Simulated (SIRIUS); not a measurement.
# TiCo (Pm-3m) in SIRIUS: a series of runs, part 2 of 2

SIRIUS 7.12.0. Earlier steps stand in the parts before.

### 3 Band structure, PBE, collinear spin, ferromagnetic start

Input file sirius.json:

```json
{
  "control": {
    "processing_unit": "cpu",
    "std_evp_solver_name": "lapack",
    "gen_evp_solver_name": "lapack",
    "verbosity": 2,
    "print_forces": true,
    "ortho_rf": true,
    "use_second_variation": true,
    "rmt_max": 3.0,
    "num_bands_to_print": 24,
    "save_wf": true
  },
  "parameters": {
    "electronic_structure_method": "full_potential_lapwlo",
    "xc_functionals": ["XC_GGA_X_PBE", "XC_GGA_C_PBE"],
    "core_relativity": "dirac",
    "valence_relativity": "zora",
    "num_fv_states": 30,
    "smearing": "fermi_dirac",
    "smearing_width": 0.0018374661,
    "pw_cutoff": 20,
    "gk_cutoff": 3.67,
    "lmax_apw": 10,
    "lmax_rho": 8,
    "lmax_pot": 8,
    "num_mag_dims": 1,
    "auto_rmt": 0,
    "ngridk": [9, 9, 9],
    "shiftk": [0, 0, 0],
    "num_dft_iter": 80,
    "energy_tol": 1e-07,
    "density_tol": 1e-05,
    "use_symmetry": true
  },
  "settings": {"tol_ne": 1e-10},
  "iterative_solver": {"type": "exact"},
  "mixer": {"type": "anderson", "beta": 0.4, "max_history": 8},
  "unit_cell": {
    "lattice_vectors": [[5.6429319488, 0.0, 0.0], [0.0, 5.6429319488, 0.0], [0.0, 0.0, 5.6429319488]],
    "atom_types": ["Co", "Ti"],
    "atom_files": {"Co": "Co.json", "Ti": "Ti.json"},
    "atoms": {"Co": [[0.5, 0.5, 0.5, 0.0, 0.0, 2.0]], "Ti": [[0.0, 0.0, 0.0, 0.0, 0.0, 1.0]]}
  }
}
```

Input file Co.json:

```json
{
  "name": "cobalt",
  "symbol": "Co",
  "number": 27,
  "mass": 58.933195,
  "rmin": 1e-06,
  "rmt": 2.4,
  "nrmt": 800,
  "rinf": 15.25,
  "core": "1s2s2p",
  "valence": [
    {"basis": [{"enu": 0.11, "dme": 0, "n": 0, "auto": 0}, {"enu": 0.11, "dme": 1, "n": 0, "auto": 0}]},
    {"l": 0, "n": 1, "basis": [{"enu": 0.21, "dme": 0, "n": 0, "auto": 0}]},
    {"l": 1, "n": 2, "basis": [{"enu": 0.21, "dme": 0, "n": 0, "auto": 0}]},
    {"l": 2, "n": 3, "basis": [{"enu": 0.2082, "dme": 0, "n": 0, "auto": 0}]},
    {"l": 3, "n": 4, "basis": [{"enu": 0.21, "dme": 0, "n": 0, "auto": 0}]}
  ],
  "lo": [
    {"l": 0, "basis": [{"enu": 0.21, "dme": 0, "n": 0, "auto": 0}, {"enu": 0.21, "dme": 1, "n": 0, "auto": 0}]},
    {
      "l": 0,
      "basis": [{"enu": -3.3175, "dme": 0, "n": 3, "auto": 1}, {"enu": -3.3175, "dme": 1, "n": 3, "auto": 1}]
    },
    {
      "l": 0,
      "basis": [{"enu": -3.3175, "dme": 1, "n": 3, "auto": 1}, {"enu": 0.21, "dme": 0, "n": 0, "auto": 0}]
    },
    {"l": 0, "basis": [{"enu": 0.21, "dme": 0, "n": 0, "auto": 0}, {"enu": 2.9878, "dme": 0, "n": 0, "auto": 0}]},
    {"l": 1, "basis": [{"enu": 0.21, "dme": 0, "n": 0, "auto": 0}, {"enu": 0.21, "dme": 1, "n": 0, "auto": 0}]},
    {
      "l": 1,
      "basis": [{"enu": -1.9871, "dme": 0, "n": 3, "auto": 1}, {"enu": -1.9871, "dme": 1, "n": 3, "auto": 1}]
    },
    {
      "l": 1,
      "basis": [{"enu": -1.9871, "dme": 1, "n": 3, "auto": 1}, {"enu": 0.21, "dme": 0, "n": 0, "auto": 0}]
    },
    {"l": 1, "basis": [{"enu": 0.21, "dme": 0, "n": 0, "auto": 0}, {"enu": 3.4044, "dme": 0, "n": 0, "auto": 0}]},
    {
      "l": 2,
      "basis": [{"enu": 0.2082, "dme": 0, "n": 0, "auto": 0}, {"enu": 0.2082, "dme": 1, "n": 0, "auto": 0}]
    },
    {
      "l": 2,
      "basis": [{"enu": 0.2082, "dme": 1, "n": 0, "auto": 0}, {"enu": 0.2082, "dme": 2, "n": 0, "auto": 0}]
    },
    {
      "l": 2,
      "basis": [{"enu": 0.2082, "dme": 0, "n": 0, "auto": 0}, {"enu": 2.9165, "dme": 0, "n": 0, "auto": 0}]
    },
    {"l": 3, "basis": [{"enu": 0.21, "dme": 0, "n": 0, "auto": 0}, {"enu": 0.21, "dme": 1, "n": 0, "auto": 0}]},
    {"l": 3, "basis": [{"enu": 0.21, "dme": 0, "n": 0, "auto": 0}, {"enu": 3.2308, "dme": 0, "n": 0, "auto": 0}]}
  ],
  "free_atom": [... radial grid and density of the free atom, the start of the SCF ...]
}
```

Input file Ti.json:

```json
{
  "name": "titanium",
  "symbol": "Ti",
  "number": 22,
  "mass": 47.867,
  "rmin": 1e-06,
  "rmt": 2.4,
  "nrmt": 800,
  "rinf": 17.51,
  "core": "1s2s2p",
  "valence": [
    {"basis": [{"enu": 0.11, "dme": 0, "n": 0, "auto": 0}, {"enu": 0.11, "dme": 1, "n": 0, "auto": 0}]},
    {"l": 0, "n": 1, "basis": [{"enu": 0.21, "dme": 0, "n": 0, "auto": 0}]},
    {"l": 1, "n": 2, "basis": [{"enu": 0.21, "dme": 0, "n": 0, "auto": 0}]},
    {"l": 2, "n": 3, "basis": [{"enu": 0.21, "dme": 0, "n": 0, "auto": 0}]},
    {"l": 3, "n": 4, "basis": [{"enu": 0.21, "dme": 0, "n": 0, "auto": 0}]}
  ],
  "lo": [
    {"l": 0, "basis": [{"enu": 0.21, "dme": 0, "n": 0, "auto": 0}, {"enu": 0.21, "dme": 1, "n": 0, "auto": 0}]},
    {
      "l": 0,
      "basis": [{"enu": -1.9103, "dme": 0, "n": 3, "auto": 1}, {"enu": -1.9103, "dme": 1, "n": 3, "auto": 1}]
    },
    {
      "l": 0,
      "basis": [{"enu": -1.9103, "dme": 1, "n": 3, "auto": 1}, {"enu": 0.21, "dme": 0, "n": 0, "auto": 0}]
    },
    {"l": 0, "basis": [{"enu": 0.21, "dme": 0, "n": 0, "auto": 0}, {"enu": 2.9878, "dme": 0, "n": 0, "auto": 0}]},
    {"l": 1, "basis": [{"enu": 0.21, "dme": 0, "n": 0, "auto": 0}, {"enu": 0.21, "dme": 1, "n": 0, "auto": 0}]},
    {
      "l": 1,
      "basis": [{"enu": -1.0503, "dme": 0, "n": 3, "auto": 1}, {"enu": -1.0503, "dme": 1, "n": 3, "auto": 1}]
    },
    {
      "l": 1,
      "basis": [{"enu": -1.0503, "dme": 1, "n": 3, "auto": 1}, {"enu": 0.21, "dme": 0, "n": 0, "auto": 0}]
    },
    {"l": 1, "basis": [{"enu": 0.21, "dme": 0, "n": 0, "auto": 0}, {"enu": 3.4044, "dme": 0, "n": 0, "auto": 0}]},
    {"l": 2, "basis": [{"enu": 0.21, "dme": 0, "n": 0, "auto": 0}, {"enu": 0.21, "dme": 1, "n": 0, "auto": 0}]},
    {"l": 2, "basis": [{"enu": 0.21, "dme": 1, "n": 0, "auto": 0}, {"enu": 0.21, "dme": 2, "n": 0, "auto": 0}]},
    {"l": 2, "basis": [{"enu": 0.21, "dme": 0, "n": 0, "auto": 0}, {"enu": 2.9183, "dme": 0, "n": 0, "auto": 0}]},
    {"l": 3, "basis": [{"enu": 0.21, "dme": 0, "n": 0, "auto": 0}, {"enu": 0.21, "dme": 1, "n": 0, "auto": 0}]},
    {"l": 3, "basis": [{"enu": 0.21, "dme": 0, "n": 0, "auto": 0}, {"enu": 3.2308, "dme": 0, "n": 0, "auto": 0}]}
  ],
  "free_atom": [... radial grid and density of the free atom, the start of the SCF ...]
}
```

Input file sirius_start.json:

```json
{
  "control": {
    "processing_unit": "cpu",
    "std_evp_solver_name": "lapack",
    "gen_evp_solver_name": "lapack",
    "verbosity": 1,
    "print_forces": false,
    "ortho_rf": true,
    "use_second_variation": true,
    "rmt_max": 3.0,
    "num_bands_to_print": 24,
    "save_wf": false
  },
  "parameters": {
    "electronic_structure_method": "full_potential_lapwlo",
    "xc_functionals": ["XC_LDA_X", "XC_LDA_C_PW"],
    "core_relativity": "dirac",
    "valence_relativity": "zora",
    "num_fv_states": 30,
    "smearing": "fermi_dirac",
    "smearing_width": 0.0055123983,
    "pw_cutoff": 20,
    "gk_cutoff": 2.93,
    "lmax_apw": 10,
    "lmax_rho": 8,
    "lmax_pot": 8,
    "num_mag_dims": 1,
    "auto_rmt": 0,
    "ngridk": [4, 4, 4],
    "shiftk": [0, 0, 0],
    "num_dft_iter": 30,
    "energy_tol": 0.01,
    "density_tol": 0.05,
    "use_symmetry": true
  },
  "settings": {"tol_ne": 1e-10},
  "iterative_solver": {"type": "exact"},
  "mixer": {"type": "anderson", "beta": 0.4, "max_history": 8},
  "unit_cell": {
    "lattice_vectors": [[5.6429319488, 0.0, 0.0], [0.0, 5.6429319488, 0.0], [0.0, 0.0, 5.6429319488]],
    "atom_types": ["Co", "Ti"],
    "atom_files": {"Co": "Co.json", "Ti": "Ti.json"},
    "atoms": {"Co": [[0.5, 0.5, 0.5, 0.0, 0.0, 2.0]], "Ti": [[0.0, 0.0, 0.0, 0.0, 0.0, 1.0]]}
  }
}
```

Input file sirius_bands.json:

```json
{
  "control": {
    "processing_unit": "cpu",
    "std_evp_solver_name": "lapack",
    "gen_evp_solver_name": "lapack",
    "verbosity": 2,
    "print_forces": true,
    "ortho_rf": true,
    "use_second_variation": true,
    "rmt_max": 3.0,
    "num_bands_to_print": 24,
    "save_wf": true
  },
  "parameters": {
    "electronic_structure_method": "full_potential_lapwlo",
    "xc_functionals": ["XC_GGA_X_PBE", "XC_GGA_C_PBE"],
    "core_relativity": "dirac",
    "valence_relativity": "zora",
    "num_fv_states": 30,
    "smearing": "fermi_dirac",
    "smearing_width": 0.0018374661,
    "pw_cutoff": 20,
    "gk_cutoff": 3.67,
    "lmax_apw": 10,
    "lmax_rho": 8,
    "lmax_pot": 8,
    "num_mag_dims": 1,
    "auto_rmt": 0,
    "ngridk": [9, 9, 9],
    "shiftk": [0, 0, 0],
    "num_dft_iter": 80,
    "energy_tol": 1e-07,
    "density_tol": 1e-05,
    "use_symmetry": true
  },
  "settings": {"tol_ne": 1e-10},
  "iterative_solver": {"type": "exact"},
  "mixer": {"type": "anderson", "beta": 0.4, "max_history": 8},
  "unit_cell": {
    "lattice_vectors": [[5.6429319488, 0.0, 0.0], [0.0, 5.6429319488, 0.0], [0.0, 0.0, 5.6429319488]],
    "atom_types": ["Co", "Ti"],
    "atom_files": {"Co": "Co.json", "Ti": "Ti.json"},
    "atoms": {"Co": [[0.5, 0.5, 0.5, 0.0, 0.0, 2.0]], "Ti": [[0.0, 0.0, 0.0, 0.0, 0.0, 1.0]]}
  },
  "kpoints_rel": {"G": [0.0, 0.0, 0.0], "M": [0.5, 0.5, 0.0], "R": [0.5, 0.5, 0.5], "X": [0.0, 0.5, 0.0]},
  "kpoints_path": ["G", "X", "M", "G", "R", "X"]
}
```

Potentials or basis: all-electron FP-LAPW (ZORA valence), apw+lo standard.

Started as:

```console
$ OMP_NUM_THREADS=1 sirius.scf --input=sirius_start.json --output=start.json
$ OMP_NUM_THREADS=1 sirius.scf --input=sirius.json --output=output.json --task=1
$ OMP_NUM_THREADS=1 sirius.scf --input=sirius_bands.json --output=bands_out.json --task=2
```

Standard output:

```text
[info] SIRIUS version : 7.12.0
[info] number of MPI ranks           : 1
[info] MPI grid                      : 1 1
[info] maximum number of OMP threads : 1
[fft] FFT context for density and potential
[fft] =====================================
[fft]   plane wave cutoff                     : 20
[fft]   grid size                             : 40 40 40   total : 64000
[fft]   grid limits                           : -19 20   -19 20   -19 20
[fft]   number of G-vectors within the cutoff : 24207
[fft]   number of G-shells                    : 669
[fft] FFT context for coarse grid
[fft] =====================================
[fft]   plane wave cutoff                     : 7.34
[fft]   grid size                             : 16 16 16   total : 4096
[fft]   grid limits                           : -7 8   -7 8   -7 8
[fft]   number of G-vectors within the cutoff : 1213
[fft]   number of G-shells                    : 51
[unit cell] lattice vectors
[unit cell]   a1 :       5.6429319488      0.0000000000      0.0000000000
[unit cell]   a2 :       0.0000000000      5.6429319488      0.0000000000
[unit cell]   a3 :       0.0000000000      0.0000000000      5.6429319488
[unit cell] reciprocal lattice vectors
[unit cell]   b1 :       1.1134611163      0.0000000000      0.0000000000
[unit cell]   b2 :       0.0000000000      1.1134611163      0.0000000000
[unit cell]   b3 :       0.0000000000      0.0000000000      1.1134611163
[unit cell] unit cell volume :       179.68608183 [a.u.^3]
[unit cell] 1/sqrt(omega)    :         0.07460068
[unit cell] MT volume        :       115.81167158 (64.45%)
[unit cell] IT volume        :        63.87441025 (35.55%)
[unit cell] number of atom types : 2
[... 399 lines left out ...]
[generate_core_charge_density]   n,l,k : 2 0 1  energy :         -32.53041353
[generate_core_charge_density]   n,l,k : 2 1 1  energy :         -28.15566063
[generate_core_charge_density]   n,l,k : 2 1 2  energy :         -27.61059639
[generate_core_charge_density] atom class : 1
[generate_core_charge_density]   n,l,k : 1 0 1  energy :        -178.35893454
[... 58 lines left out ...]
[find] valence_eval_sum               :     -23.25544329
[find] core_eval_sum                  :   -1277.89229813
[find] kinetic energy                 :    2275.85588745
[find] enuc                           :   -2698.89208632
[find] <rho|V^{XC}>                   :    -132.16710951
[find] <rho|E^{XC}>                   :    -101.89081578
[find] <mag|B^{XC}>                   :      -0.02226598
[find] <rho|V^{H}>                    :   -3444.81425340
[find] smearing (-TS)                 :      -0.00063402
[find] SCF correction                 :       0.00000974
[find] Total energy                   :   -2247.33413161 (Ha),   -4494.66826323 (Ry)
[find] Free energy (E-TS)             :   -2247.33476563 (Ha),   -4494.66953126 (Ry)
[find] band gap (eV)                  :       0.00000000
[find] Efermi                         :       0.32419682
[find] iteration : 15, RMS (target) : 6.7695e-06 (1.0000e-05) , energy difference (target) : -2.1222e-08 (1.0000e-07)
[find] converged after 16 SCF iterations!
[find] Charges and magnetic moments
[find] --------------------------------------------------------------------------------
[find] atom      charge    core leakage                 moment                |moment|
[find] --------------------------------------------------------------------------------
[find]    0   26.370822    1.995061e-13  [  0.00000,   0.00000,   0.88828]    0.888278
[find]    1   20.440393    5.963934e-10  [  0.00000,   0.00000,  -0.03457]    0.034572
[find] total core leakage    : 5.96592931e-10
[find] interstitial charge   : 2.188783
[find] interstitial moment   : [  0.00000,   0.00000,  -0.05196], magnitude : 0.051957
[find] total charge          : 48.999999
[find] total moment          : [  0.00000,   0.00000,   0.80175], magnitude : 0.801748
[find] Energy
[find] --------------------------------------------------------------------------------
[find] valence_eval_sum               :     -23.25544329
[find] core_eval_sum                  :   -1277.89229813
[find] kinetic energy                 :    2275.85588745
[find] enuc                           :   -2698.89208632
[find] <rho|V^{XC}>                   :    -132.16710951
[find] <rho|E^{XC}>                   :    -101.89081578
[find] <mag|B^{XC}>                   :      -0.02226598
[find] <rho|V^{H}>                    :   -3444.81425340
[find] smearing (-TS)                 :      -0.00063402
[find] SCF correction                 :       0.00000974
[find] Total energy                   :   -2247.33413161 (Ha),   -4494.66826323 (Ry)
[find] Free energy (E-TS)             :   -2247.33476563 (Ha),   -4494.66953126 (Ry)
[find] band gap (eV)                  :       0.00000000
[find] Efermi                         :       0.32419682
[ground_state]
[ground_state] ==== total Forces in Ha/bohr =====
[ground_state] atom:    0, force:       0.0000000      0.0000000      0.0000000
[ground_state] atom:    1, force:       0.0000000      0.0000000      0.0000000
[ground_state] ==== contribution from density =====
[ground_state] atom:    0, force:       0.0000000      0.0000000      0.0000000
[ground_state] atom:    1, force:       0.0000000      0.0000000      0.0000000
[ground_state] ==== contribution from Hartree potential =====
[ground_state] atom:    0, force:       0.0000000      0.0000000      0.0000000
[ground_state] atom:    1, force:       0.0000000      0.0000000      0.0000000
[ground_state] ==== contribution from IBS =====
[ground_state] atom:    0, force:       0.0000000      0.0000000      0.0000000
[ground_state] atom:    1, force:       0.0000000      0.0000000      0.0000000
```

Wall time 95 s (1 thread of Arm Neoverse V2, shared host); peak memory 0.58 GiB.

Results:

```
Free energy                                       : -61153.0943 eV
Band gap along the path                           : none (metal or under the smearing width)
Net moment                                        : 0.80 μB per cell
Site moments                                      : Co +0.89; Ti -0.03 μB
All electrons inside the program's atomic spheres : Co 26.37; Ti 20.44 (radii Co 2.4, Ti 2.4 bohr)
```

Levels at the corners of the path, in eV from the Fermi level:
Spin up:
```
point  band 12  band 13  band 14  band 15  band 16  band 17  band 18  band 19
    Γ    -1.87    -1.87    -1.87     0.48     0.48     2.67     2.67     2.67
    X    -1.98    -1.98    -1.51    -0.72    -0.60     0.64     0.64     2.22
    M    -2.73    -1.46    -0.77     0.56     0.56     1.10     2.45     2.45
    Γ    -1.87    -1.87    -1.87     0.48     0.48     2.67     2.67     2.67
    R    -2.13    -2.13    -2.13    -1.44    -1.44     3.19     3.19     6.83
    X    -1.98    -1.98    -1.51    -0.72    -0.60     0.64     0.64     2.22
```
Spin down:
```tsv
point	band 12	band 13	band 14	band 15	band 16	band 17
Γ	-1.35	-1.35	-1.35	1.00	1.00	2.76
X	-1.43	-1.43	-0.92	-0.83	0.54	0.64
M	-2.33	-0.05	0.25	0.54	0.54	1.25
Γ	-1.35	-1.35	-1.35	1.00	1.00	2.76
R	-2.13	-2.13	-2.13	-0.02	-0.02	3.12
X	-1.43	-1.43	-0.92	-0.83	0.54	0.64
```
